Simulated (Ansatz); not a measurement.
Runs of Ansatz 0.2.0 on CdTe. The structure is cubic, space group F-43m (No. 216). Conventional cell: a = 6.410 Å, b = 6.410 Å, c = 6.410 Å, α = 90.00°, β = 90.00°, γ = 90.00°. Around Te (site symmetry -43m) lie 4 Cd at 2.78 Å. Around Cd (site symmetry -43m) lie 4 Te at 2.78 Å. 

```csv
task,level,potentials or basis,spin,k mesh,cutoff (eV),smearing,points for each segment of the path,other keys,mesh quality,gap on the mesh (eV),pressure (GPa)
single point,RPBE+D4,Ansatz PAW large core,off,7 × 7 × 7,420,tetrahedron,-,scf.mixing.preconditioner = kerker,not flagged,1.04,2.1
band structure,r2SCAN-EpsX,Ansatz PAW,off,4 × 4 × 4,500,fixed,4,scf.algorithm = density_mixing,coarse,2.09,3.2
electrostatic potential,B3LYP+D4,Ansatz PAW polarizable,off,4 × 4 × 4,420,fixed,-,-,coarse,1.99,2.3
atomic charges,PBE+D3(BJ)-ATM,PseudoDojo standard (PBE files),"SOC, no magnetisation",7 × 7 × 7,1388,fermi-dirac 0.1 eV,-,-,not flagged,(a),2.5
density of states,RPBE,Ansatz PAW,"SOC, no magnetisation",7 × 7 × 7,420,fermi-dirac 0.05 eV,-,scf.algorithm = density_mixing,not flagged,0.76,(b)
```

Alike in all rows: cell as given.

Task: Fill in the values left out.

Result: (a) 0.60; (b) 6.0.

Caveats: some runs use coarse meshes; the PAW data sets come from PBE, with cores solved anew for the run's functional, which leaves a small shift of forces and pressure (some runs); odd divisions of the mesh miss points on the zone boundary, where band edges often lie, so the gap on the mesh can be too wide (some runs); spin-orbit coupling is left out, which moves the levels of the heavy elements (some runs); the thresholds are loose for stress (some runs); this set keeps more shells in the core, which shifts pressures and gaps (some runs); with tetrahedron occupations forces and stress needn't match the slope of the energy (some runs).

A k mesh can miss the band edges, and rows without SOC leave out spin-orbit coupling on Cd, Te.

The runs don't all hold the same shells in valence.
